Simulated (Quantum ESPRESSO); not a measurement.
# TaN (P6_3mc) in Quantum ESPRESSO: further runs, part 2 of 2

Quantum ESPRESSO 7.5. The steps go on from the part before.

### Step 3. Band structure, PBE, spin-orbit coupling, no magnetisation

The input, pw.in:

```
&CONTROL
  calculation = 'scf'
  prefix = 'pwscf'
  outdir = './tmp'
  pseudo_dir = './pseudo'
  tprnfor = .true.
  tstress = .true.
  disk_io = 'low'
/
&SYSTEM
  ibrav = 0
  celldm(1) = 8
  nat = 4
  ntyp = 2
  ecutwfc = 84
  nbnd = 52
  occupations = 'smearing'
  smearing = 'fd'
  degauss = 0.00367493
  noncolin = .true.
  lspinorb = .true.
/
&ELECTRONS
  conv_thr = 8d-10
  electron_maxstep = 120
  mixing_beta = 0.5
/
ATOMIC_SPECIES
Ta   180.9479 Ta.upf
N     14.0070 N.upf
CELL_PARAMETERS alat
  0.7204585668937   0.0000000000000   0.0000000000000
 -0.3602292834469   0.6239354217212   0.0000000000000
  0.0000000000000   0.0000000000000   1.1669062433665
ATOMIC_POSITIONS crystal
Ta     0.3333333333    0.6666666667    0.0000000000
Ta     0.6666666667    0.3333333333    0.5000000000
N      0.3333333333    0.6666666667    0.3850000000
N      0.6666666667    0.3333333333    0.8850000000
K_POINTS automatic
10 10 6 0 0 0
```

The input, pp_density.in:

```
&INPUTPP
  prefix = 'pwscf'
  outdir = './tmp'
  filplot = 'density.dat'
  plot_num = 0
/
&PLOT
  nfile = 1
  filepp(1) = 'density.dat'
  iflag = 3
  output_format = 6
  fileout = 'density.cube'
/
```

The input, pp_potential.in:

```
&INPUTPP
  prefix = 'pwscf'
  outdir = './tmp'
  filplot = 'potential.dat'
  plot_num = 11
/
&PLOT
  nfile = 1
  filepp(1) = 'potential.dat'
  iflag = 3
  output_format = 6
  fileout = 'potential.cube'
/
```

The input, bands.in:

```
&CONTROL
  calculation = 'bands'
  prefix = 'pwscf'
  outdir = './tmp'
  pseudo_dir = './pseudo'
  disk_io = 'low'
  verbosity = 'high'
/
&SYSTEM
  ibrav = 0
  celldm(1) = 8
  nat = 4
  ntyp = 2
  ecutwfc = 84
  nbnd = 52
  occupations = 'smearing'
  smearing = 'fd'
  degauss = 0.00367493
  noncolin = .true.
  lspinorb = .true.
/
&ELECTRONS
  conv_thr = 1d-08
  electron_maxstep = 120
  mixing_beta = 0.5
  diago_full_acc = .true.
  startingwfc = 'random'
/
ATOMIC_SPECIES
Ta   180.9479 Ta.upf
N     14.0070 N.upf
CELL_PARAMETERS alat
  0.7204585668937   0.0000000000000   0.0000000000000
 -0.3602292834469   0.6239354217212   0.0000000000000
  0.0000000000000   0.0000000000000   1.1669062433665
ATOMIC_POSITIONS crystal
Ta     0.3333333333    0.6666666667    0.0000000000
Ta     0.6666666667    0.3333333333    0.5000000000
N      0.3333333333    0.6666666667    0.3850000000
N      0.6666666667    0.3333333333    0.8850000000
K_POINTS crystal
60
 0.0000000000  0.0000000000  0.0000000000 1
 0.0714285714  0.0000000000  0.0000000000 1
 0.1428571429  0.0000000000  0.0000000000 1
 0.2142857143  0.0000000000  0.0000000000 1
 0.2857142857  0.0000000000  0.0000000000 1
 0.3571428571  0.0000000000  0.0000000000 1
 0.4285714286  0.0000000000  0.0000000000 1
 0.5000000000  0.0000000000  0.0000000000 1
 0.4583333333  0.0833333333  0.0000000000 1
 0.4166666667  0.1666666667  0.0000000000 1
 0.3750000000  0.2500000000  0.0000000000 1
 0.3333333333  0.3333333333  0.0000000000 1
 0.2962962963  0.2962962963  0.0000000000 1
 0.2592592593  0.2592592593  0.0000000000 1
 0.2222222222  0.2222222222  0.0000000000 1
 0.1851851852  0.1851851852  0.0000000000 1
 0.1481481481  0.1481481481  0.0000000000 1
 0.1111111111  0.1111111111  0.0000000000 1
 0.0740740741  0.0740740741  0.0000000000 1
 0.0370370370  0.0370370370  0.0000000000 1
 0.0000000000  0.0000000000  0.0000000000 1
 0.0000000000  0.0000000000  0.1250000000 1
 0.0000000000  0.0000000000  0.2500000000 1
 0.0000000000  0.0000000000  0.3750000000 1
 0.0000000000  0.0000000000  0.5000000000 1
 0.0625000000  0.0000000000  0.5000000000 1
 0.1250000000  0.0000000000  0.5000000000 1
 0.1875000000  0.0000000000  0.5000000000 1
 0.2500000000  0.0000000000  0.5000000000 1
 0.3125000000  0.0000000000  0.5000000000 1
 0.3750000000  0.0000000000  0.5000000000 1
 0.4375000000  0.0000000000  0.5000000000 1
 0.5000000000  0.0000000000  0.5000000000 1
 0.4666666667  0.0666666667  0.5000000000 1
 0.4333333333  0.1333333333  0.5000000000 1
 0.4000000000  0.2000000000  0.5000000000 1
 0.3666666667  0.2666666667  0.5000000000 1
 0.3333333333  0.3333333333  0.5000000000 1
 0.3030303030  0.3030303030  0.5000000000 1
 0.2727272727  0.2727272727  0.5000000000 1
 0.2424242424  0.2424242424  0.5000000000 1
 0.2121212121  0.2121212121  0.5000000000 1
 0.1818181818  0.1818181818  0.5000000000 1
 0.1515151515  0.1515151515  0.5000000000 1
 0.1212121212  0.1212121212  0.5000000000 1
 0.0909090909  0.0909090909  0.5000000000 1
 0.0606060606  0.0606060606  0.5000000000 1
 0.0303030303  0.0303030303  0.5000000000 1
 0.0000000000  0.0000000000  0.5000000000 1
 0.5000000000  0.0000000000  0.5000000000 1
 0.5000000000  0.0000000000  0.4000000000 1
 0.5000000000  0.0000000000  0.3000000000 1
 0.5000000000  0.0000000000  0.2000000000 1
 0.5000000000  0.0000000000  0.1000000000 1
 0.5000000000  0.0000000000  0.0000000000 1
 0.3333333333  0.3333333333  0.0000000000 1
 0.3333333333  0.3333333333  0.1250000000 1
 0.3333333333  0.3333333333  0.2500000000 1
 0.3333333333  0.3333333333  0.3750000000 1
 0.3333333333  0.3333333333  0.5000000000 1
```

Potentials or basis: PseudoDojo 0.4 FR PBE standard.

On the command line:

```bash
> OMP_NUM_THREADS=1 pw.x -in pw.in > pw.out
> OMP_NUM_THREADS=1 pp.x -in pp_density.in > pp_density.out
> OMP_NUM_THREADS=1 pp.x -in pp_potential.in > pp_potential.out
> OMP_NUM_THREADS=1 pw.x -in bands.in > bands.out
```

pw.out:

```text
This program is part of the open-source Quantum ESPRESSO suite
     for quantum simulation of materials; please cite
         "P. Giannozzi et al., J. Phys.:Condens. Matter 21 395502 (2009);
         "P. Giannozzi et al., J. Phys.:Condens. Matter 29 465901 (2017);
         "P. Giannozzi et al., J. Chem. Phys. 152 154105 (2020);
     in publications or presentations arising from this work. More details at

     Message from routine setup:
     using ibrav=0 with symmetry is DISCOURAGED, use correct ibrav instead

     G-vector sticks info
     --------------------
     sticks:   dense  smooth     PW     G-vecs:    dense   smooth      PW
     Sum         769     769    223                27871    27871    4367

     Using Slab Decomposition

     bravais-lattice index     =            0
     lattice parameter (alat)  =       8.0000  a.u.
     unit-cell volume          =     268.5682 (a.u.)^3
     number of atoms/cell      =            4
     number of atomic types    =            2
     number of electrons       =        36.00
     number of Kohn-Sham states=           52
     kinetic-energy cutoff     =      84.0000  Ry
     charge density cutoff     =     336.0000  Ry
     scf convergence threshold =      8.0E-10
     mixing beta               =       0.5000
     number of iterations used =            8  plain     mixing
     Exchange-correlation= PBE
                           (   1   4   3   4   0   0   0)
     Non magnetic calculation with spin-orbit

     celldm(1)=   8.000000  celldm(2)=   0.000000  celldm(3)=   0.000000
     celldm(4)=   0.000000  celldm(5)=   0.000000  celldm(6)=   0.000000

     crystal axes: (cart. coord. in units of alat)
               a(1) = (   0.720459   0.000000   0.000000 )
               a(2) = (  -0.360229   0.623935   0.000000 )
               a(3) = (   0.000000   0.000000   1.166906 )

     reciprocal axes: (cart. coord. in units 2 pi/alat)
               b(1) = (  1.388005  0.801365 -0.000000 )
               b(2) = (  0.000000  1.602730  0.000000 )
               b(3) = (  0.000000 -0.000000  0.856967 )

     PseudoPot. # 1 for Ta read from file:
     Ta.upf
     Pseudo is Norm-conserving + core correction, Zval = 13.0
     Generated using ONCVPSP code by D. R. Hamann
     Using radial grid of 1484 points, 14 beta functions with:
                l(1) =   0
[... 102 lines left out ...]

     starting charge      35.9981, renormalised to      36.0000
     Starting wfcs are   56 randomized atomic wfcs

     Self-consistent Calculation

     iteration #  1     ecut=    84.00 Ry     beta= 0.50
     Davidson diagonalization with overlap
     ethr =  1.00E-02,  avg # of iterations =  3.0

     total energy              =    -301.80193142 Ry
     estimated scf accuracy    <       1.32582059 Ry
[... 57 lines left out ...]
     iteration # 10     ecut=    84.00 Ry     beta= 0.50
     Davidson diagonalization with overlap
     ethr =  3.60E-12,  avg # of iterations =  2.0

     End of self-consistent calculation

          k = 0.0000 0.0000 0.0000 (  3477 PWs)   bands (ev):

   -45.6062 -45.6062 -45.5103 -45.5103 -18.7911 -18.7911 -18.4405 -18.4405
   -10.9618 -10.9618 -10.0410 -10.0410  -9.8030  -9.8030  -9.7511  -9.7511
     3.2950   3.2950   4.9078   4.9078  13.6810  13.6810  13.7371  13.7371
    14.0512  14.0512  14.4573  14.4573  14.6899  14.6899  15.1736  15.1736
    21.7633  21.7633  21.8026  21.8026  22.1697  22.1697  24.5498  24.5498
    25.2499  25.2499  25.4433  25.4433  27.0698  27.0698  28.1521  28.1521
    29.1057  29.1057  29.3243  29.3243
[... 213 lines left out ...]
   -45.5052 -45.5052 -45.4894 -45.4894 -18.8719 -18.8719 -18.8119 -18.8119
   -11.1041 -11.1041 -10.9920 -10.9920 -10.3187 -10.3187 -10.1156 -10.1156
     5.4490   5.4490   5.8364   5.8364  12.7799  12.7799  12.9731  12.9731
    15.3969  15.3969  15.8871  15.8871  16.1789  16.1789  16.7449  16.7449
    21.3195  21.3195  22.3431  22.3431  24.1561  24.1561  24.4438  24.4438
    24.6435  24.6435  25.4055  25.4055  27.1324  27.1324  27.9154  27.9154
    28.1500  28.1500  28.7925  28.7925

          k = 0.0000-0.8014-0.4285 (  3464 PWs)   bands (ev):

   -45.4973 -45.4973 -45.4973 -45.4973 -18.8430 -18.8430 -18.8430 -18.8430
   -11.0652 -11.0652 -11.0652 -11.0652 -10.1949 -10.1949 -10.1949 -10.1949
     5.6622   5.6622   5.6622   5.6622  12.7134  12.7134  12.7134  12.7134
    15.7595  15.7595  15.7595  15.7595  16.2803  16.2803  16.2803  16.2803
    22.0883  22.0883  22.0883  22.0883  24.6587  24.6587  24.6587  24.6587
    24.9176  24.9176  24.9176  24.9176  27.5357  27.5357  27.5357  27.5357
    28.4033  28.4033  28.4033  28.4033
[... 313 lines left out ...]
   -45.4907 -45.4907 -45.4907 -45.4907 -18.9088 -18.9088 -18.8161 -18.8161
   -11.2825 -11.2825 -10.7265 -10.7265 -10.5371 -10.5371 -10.2282 -10.2282
     5.6422   5.6422   6.2228   6.2228  13.5385  13.5385  13.7493  13.7493
    14.6664  14.6664  15.2326  15.2326  16.2597  16.2597  16.3558  16.3558
    20.6204  20.6204  20.9482  20.9482  24.3665  24.3665  24.5076  24.5076
    25.3063  25.3063  25.6772  25.6772  27.0760  27.0760  27.1668  27.1668
    30.0000  30.0000  30.4015  30.4015

     the Fermi energy is    22.5698 ev

!    total energy              =    -302.25323620 Ry
     estimated scf accuracy    <          7.1E-11 Ry
     smearing contrib. (-TS)   =      -0.00087397 Ry
     internal energy E=F+TS    =    -302.25236223 Ry

     The total energy is F=E-TS. E is the sum of the following terms:
     one-electron contribution =     -22.13118188 Ry
     hartree contribution      =      37.03610761 Ry
     xc contribution           =     -72.97179297 Ry
     ewald contribution        =    -244.18549499 Ry

     convergence has been achieved in  10 iterations

     Forces acting on atoms (cartesian axes, Ry/au):

     atom    1 type  1   force =     0.00000000   -0.00000000    0.09072179
     atom    2 type  1   force =     0.00000000    0.00000000    0.09072179
     atom    3 type  2   force =     0.00000000    0.00000000   -0.09072179
     atom    4 type  2   force =     0.00000000   -0.00000000   -0.09072179

     Total force =     0.181444     Total SCF correction =     0.000001

     Computing stress (Cartesian axis) and pressure

          total   stress  (Ry/bohr**3)                   (kbar)     P=     1350.87
   0.00972445   0.00000000   0.00000000         1430.52        0.00        0.00
   0.00000000   0.00972445   0.00000000            0.00     1430.52        0.00
   0.00000000   0.00000000   0.00810023            0.00        0.00     1191.59

=------------------------------------------------------------------------------=
   JOB DONE.
=------------------------------------------------------------------------------=
```

Run time: 17 min. Hardware: 1 thread of Arm Neoverse V1, shared host; peak memory 0.43 GiB.

What came out:

- Free energy: -4112.3648 eV
- Pressure: 135.1 GPa
- Largest force: 2.333 eV/Å
- Band gap on the k mesh: none (metal or under the smearing width)

Forces in eV/Å, atoms in the order of the input:
```
Ta   0.000  0.000  2.333
Ta   0.000  0.000  2.333
N    0.000  0.000 -2.333
N    0.000  0.000 -2.333
```

Stress tensor (GPa, compression positive):
```
143.05   0.00   0.00
  0.00 143.05   0.00
  0.00   0.00 119.16
```

Levels at the corners of the path, in eV from the Fermi level:
```csv
point,band 34,band 35,band 36,band 37,band 38,band 39
Γ,-0.81,-0.77,-0.77,-0.40,-0.40,1.98
M,-2.41,-1.03,-1.03,0.37,0.37,1.48
K,-2.59,-1.89,-1.58,-1.58,-1.45,-0.88
Γ,-0.81,-0.77,-0.77,-0.40,-0.40,1.98
A,1.17,1.17,1.17,1.31,1.31,1.31
L,-0.48,-0.48,-0.48,2.09,2.09,2.09
H,-2.16,-1.85,-1.85,1.86,1.86,2.04
A,1.17,1.17,1.17,1.31,1.31,1.31
L,-0.48,-0.48,-0.48,2.09,2.09,2.09
M,-2.41,-1.03,-1.03,0.37,0.37,1.48
K,-2.59,-1.89,-1.58,-1.58,-1.45,-0.88
H,-2.16,-1.85,-1.85,1.86,1.86,2.04
```

Caveat: a pressure of tens of GPa on the cell as given is suspect, and the run, the potentials or the cell itself is likely at fault; forces of over 1 eV/Å show positions far from the minimum, so gaps and moduli don't describe the material at rest.
